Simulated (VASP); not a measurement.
# BP (F-43m) in VASP: a series of runs, part 2 of 3

VASP 6.6.1. Earlier steps stand in the parts before.

**3. Band structure, optB88-vdW, non-collinear spin, ferromagnetic start (volume scaled by 1.25)**

POSCAR

```
BP
1.0
    0.0000000000      2.4442061558      2.4442061558
    2.4442061558      0.0000000000      2.4442061558
    2.4442061558      2.4442061558      0.0000000000
P B
1 1
Direct
    0.7500000000      0.7500000000      0.7500000000
    0.0000000000      0.0000000000      0.0000000000
```

INCAR.step1

```
AGGAC    = 0.0          
ALGO     = Fast           # electronic algorithm
EDIFF    = 1E-6           # SCF threshold, eV
ENCUT    = 600            # plane-wave cutoff, eV
GGA      = BO             # functional
ISIF     = 2              # what is computed and relaxed
ISMEAR   = -1             # smearing method
LASPH    = True           # aspherical terms in the spheres
LCHARG   = True           # write CHGCAR
LNONCOLLINEAR= True           # non-collinear magnetism
LORBIT   = 11             # projections on sites
LREAL    = False          # projectors in reciprocal space
LUSE_VDW = True         
LWAVE    = False          # write WAVECAR
MAGMOM   = 0.289 0.289 0.289 0 0 0 # initial moments
NELM     = 100            # most SCF steps
PARAM1   = 0.1833333333 
PARAM2   = 0.22         
PREC     = Accurate       # precision mode
SIGMA    = 0.1            # smearing width, eV
```

KPOINTS.step1

```
k-points
0
Gamma
  7 7 7
```

INCAR.step2

```
AGGAC    = 0.0          
ALGO     = Fast           # electronic algorithm
EDIFF    = 1E-6           # SCF threshold, eV
ENCUT    = 600            # plane-wave cutoff, eV
GGA      = BO             # functional
ICHARG   = 11             # starting density
ISIF     = 2              # what is computed and relaxed
ISMEAR   = 0              # smearing method
LASPH    = True           # aspherical terms in the spheres
LCHARG   = False          # write CHGCAR
LNONCOLLINEAR= True           # non-collinear magnetism
LORBIT   = 11             # projections on sites
LREAL    = False          # projectors in reciprocal space
LUSE_VDW = True         
LWAVE    = False          # write WAVECAR
MAGMOM   = 0.289 0.289 0.289 0 0 0 # initial moments
NELM     = 100            # most SCF steps
PARAM1   = 0.1833333333 
PARAM2   = 0.22         
PREC     = Accurate       # precision mode
SIGMA    = 0.05           # smearing width, eV
```

KPOINTS.step2

```
path GXWKGLUWLK,UX
10
line-mode
reciprocal
 0.0000000000  0.0000000000  0.0000000000  G
 0.5000000000  0.0000000000  0.5000000000  X

 0.5000000000  0.0000000000  0.5000000000  X
 0.5000000000  0.2500000000  0.7500000000  W

 0.5000000000  0.2500000000  0.7500000000  W
 0.3750000000  0.3750000000  0.7500000000  K

 0.3750000000  0.3750000000  0.7500000000  K
 0.0000000000  0.0000000000  0.0000000000  G

 0.0000000000  0.0000000000  0.0000000000  G
 0.5000000000  0.5000000000  0.5000000000  L

 0.5000000000  0.5000000000  0.5000000000  L
 0.6250000000  0.2500000000  0.6250000000  U

 0.6250000000  0.2500000000  0.6250000000  U
 0.5000000000  0.2500000000  0.7500000000  W

 0.5000000000  0.2500000000  0.7500000000  W
 0.5000000000  0.5000000000  0.5000000000  L

 0.5000000000  0.5000000000  0.5000000000  L
 0.3750000000  0.3750000000  0.7500000000  K

 0.6250000000  0.2500000000  0.6250000000  U
 0.5000000000  0.0000000000  0.5000000000  X
```

Potentials or basis: VASP PAW PBE potentials, release 64 (P_GW, B_GW).

Started as:

```bash
$ cat potpaw_PBE.64/P_GW/POTCAR potpaw_PBE.64/B_GW/POTCAR > POTCAR
$ cp INCAR.step1 INCAR
$ cp KPOINTS.step1 KPOINTS
$ mpirun -np 1 vasp_ncl > vasp.out
$ cp INCAR.step2 INCAR
$ cp KPOINTS.step2 KPOINTS
$ mpirun -np 1 vasp_ncl > vasp.out
```

OUTCAR:

```text
EDIFF = 1E-6
   ENCUT = 600
   GGA = BO
   ICHARG = 11
   ISIF = 2
   ISMEAR = 0
   LASPH = True
   LNONCOLLINEAR = True
   LORBIT = 11
   LREAL = False
   NELM = 100
   PREC = Accurate

 ion  position               nearest neighbor table
   1  0.750  0.750  0.750-   2 2.12   2 2.12   2 2.12   2 2.12
   2  0.000  0.000  0.000-   1 2.12   1 2.12   1 2.12   1 2.12

  LATTYP: Found a face centered cubic cell.
 ALAT       =     4.8884123116

  Lattice vectors:

 A1 = (   0.0000000000,   2.4442061558,   2.4442061558)
 A2 = (   2.4442061558,   0.0000000000,   2.4442061558)
 A3 = (   2.4442061558,   2.4442061558,   0.0000000000)

Analysis of symmetry for initial positions (statically):
=====================================================================
 Subroutine PRICEL returns:
 Original cell was already a primitive cell.

 Routine SETGRP: Setting up the symmetry group for a
 face centered cubic supercell.

 Subroutine GETGRP returns: Found 24 space group operations
 (whereof 24 operations were pure point group operations)
 out of a pool of 48 trial point group operations.

The static configuration has the point symmetry T_d .

Analysis of symmetry for dynamics (positions and initial velocities):
=====================================================================
 Subroutine PRICEL returns:
 Original cell was already a primitive cell.

 Routine SETGRP: Setting up the symmetry group for a
 face centered cubic supercell.

 Subroutine GETGRP returns: Found 24 space group operations
 (whereof 24 operations were pure point group operations)
 out of a pool of 48 trial point group operations.

The dynamic configuration has the point symmetry T_d .

Analysis of structural, dynamic, and magnetic symmetry:
=====================================================================
 Subroutine PRICEL returns:
[... 183 lines left out ...]
 cond. band min:       6.2428847335   @ k =   0.3889   0.0000   0.3889
 fundamental gap:      1.6057136778
 Fermi energy:         4.9136849305

 k-point     1 :       0.0000    0.0000    0.0000
  band No.  band energies     occupation
      1      -8.9001      1.00000
      2      -8.9001      1.00000
      3       4.6372      1.00000
      4       4.6372      1.00000
      5       4.6372      1.00000
      6       4.6372      1.00000
[... 737 lines left out ...]
      3       4.6372      1.00000
      4       4.6372      1.00000
      5       4.6372      1.00000
      6       4.6372      1.00000
[... 8 lines left out ...]
     15       8.8989      0.00000
     16       8.8989      0.00000

 [... further k-points ...]

------------------------ aborting loop because EDIFF is reached ----------------------------------------

  FORCE on cell =-STRESS in cart. coord.  units (eV):
  Direction    XX          YY          ZZ          XY          YZ          ZX
  --------------------------------------------------------------------------------------
  -------------------------------------------------------------------------------------
  Total       -4.3592579     -4.3592579     -4.3592579     -1.2914070     -1.2914070     -1.2914070
  in kB     -239.1551005   -239.1551005   -239.1551005    -70.8484283    -70.8484283    -70.8484283
  external PRESSURE =    -239.1551005 kB  Pullay stress =       0.0000000 kB

 VOLUME and BASIS-vectors are now :
 -----------------------------------------------------------------------------
  energy-cutoff  :      600.00
  volume of cell :       29.20
      direct lattice vectors                 reciprocal lattice vectors
     0.000000000  2.444206156  2.444206156    -0.204565396  0.204565396  0.204565396
     2.444206156  0.000000000  2.444206156     0.204565396 -0.204565396  0.204565396
     2.444206156  2.444206156  0.000000000     0.204565396  0.204565396 -0.204565396

 POSITION                                       TOTAL-FORCE (eV/Angst)
 -----------------------------------------------------------------------------------
      3.66631      3.66631      3.66631        -0.089178     -0.089178     -0.089178
      0.00000      0.00000      0.00000         0.089178      0.089178      0.089178
 -----------------------------------------------------------------------------------
    total drift:                                0.001206      0.001206      0.001206

  FREE ENERGIE OF THE ION-ELECTRON SYSTEM (eV)
  ---------------------------------------------------
  free  energy   TOTEN  =       -10.5369695947 eV

  energy  without entropy=      -10.5369695947  energy(sigma->0) =      -10.53696959

Total vdW correction in eV:      0.9767925

 total charge

# of ion       s       p       d       tot
------------------------------------------
    1        1.092   1.655   0.087   2.833
    2        0.602   1.003   0.000   1.605
--------------------------------------------------
tot          1.694   2.658   0.087   4.438

 magnetization (x)

# of ion       s       p       d       tot
------------------------------------------
    1       -0.000  -0.000   0.000  -0.000
    2        0.000   0.000   0.000   0.000
--------------------------------------------------
tot         -0.000  -0.000   0.000  -0.000

 magnetization (y)

# of ion       s       p       d       tot
------------------------------------------
    1       -0.000  -0.000   0.000  -0.000
    2        0.000   0.000   0.000   0.000
--------------------------------------------------
tot         -0.000  -0.000   0.000  -0.000

 magnetization (z)

# of ion       s       p       d       tot
------------------------------------------
    1       -0.000  -0.000   0.000  -0.000
    2        0.000   0.000   0.000   0.000
--------------------------------------------------
tot         -0.000  -0.000   0.000  -0.000
```

Run time: 5.5 min. Hardware: 1 thread of Intel Xeon Platinum 8488C (Sapphire Rapids), shared host; peak memory 0.52 GiB.

What came out:

```yaml
Band_gap_on_the_k_mesh: 1.63 eV, indirect (least direct gap 3.22 eV)
Band_gap_along_the_path: 1.61 eV, indirect (least direct gap 3.22 eV)
Net_moment: 0.00 μB per cell
```

Levels at the corners of the path, in eV from the valence-band top:
```tsv
point	band 5	band 6	band 7	band 8	band 9	band 10	band 11	band 12
Γ	0.00	0.00	0.00	0.00	3.22	3.22	3.22	3.22
X	-3.28	-3.28	-3.28	-3.28	1.80	1.80	1.96	1.96
X	-3.28	-3.28	-3.28	-3.28	1.80	1.80	1.96	1.96
W	-4.40	-4.40	-4.21	-4.21	5.41	5.41	6.00	6.00
W	-4.40	-4.40	-4.21	-4.21	5.41	5.41	6.00	6.00
K	-4.82	-4.82	-2.80	-2.80	2.40	2.40	5.52	5.52
K	-4.82	-4.82	-2.80	-2.80	2.40	2.40	5.52	5.52
Γ	0.00	0.00	0.00	0.00	3.22	3.22	3.22	3.22
Γ	0.00	0.00	0.00	0.00	3.22	3.22	3.22	3.22
L	-1.45	-1.45	-1.45	-1.45	2.60	2.60	4.62	4.62
L	-1.45	-1.45	-1.45	-1.45	2.60	2.60	4.62	4.62
U	-4.82	-4.82	-2.80	-2.80	2.40	2.40	5.52	5.52
U	-4.82	-4.82	-2.80	-2.80	2.40	2.40	5.52	5.52
W	-4.40	-4.40	-4.21	-4.21	5.41	5.41	6.00	6.00
W	-4.40	-4.40	-4.21	-4.21	5.41	5.41	6.00	6.00
L	-1.45	-1.45	-1.45	-1.45	2.60	2.60	4.62	4.62
L	-1.45	-1.45	-1.45	-1.45	2.60	2.60	4.62	4.62
K	-4.82	-4.82	-2.80	-2.80	2.40	2.40	5.52	5.52
U	-4.82	-4.82	-2.80	-2.80	2.40	2.40	5.52	5.52
X	-3.28	-3.28	-3.28	-3.28	1.80	1.80	1.96	1.96
```

Moments on the atoms (μB; x, y, z):
```
P   0.00 0.00 0.00
B   0.00 0.00 0.00
```

Caveat: the log is that of the step along the path at fixed density, whose energy, stress, charges and moments have no meaning; the PAW data sets were made with another functional, which shifts forces and pressure a little.

[end of part 2 of 3]
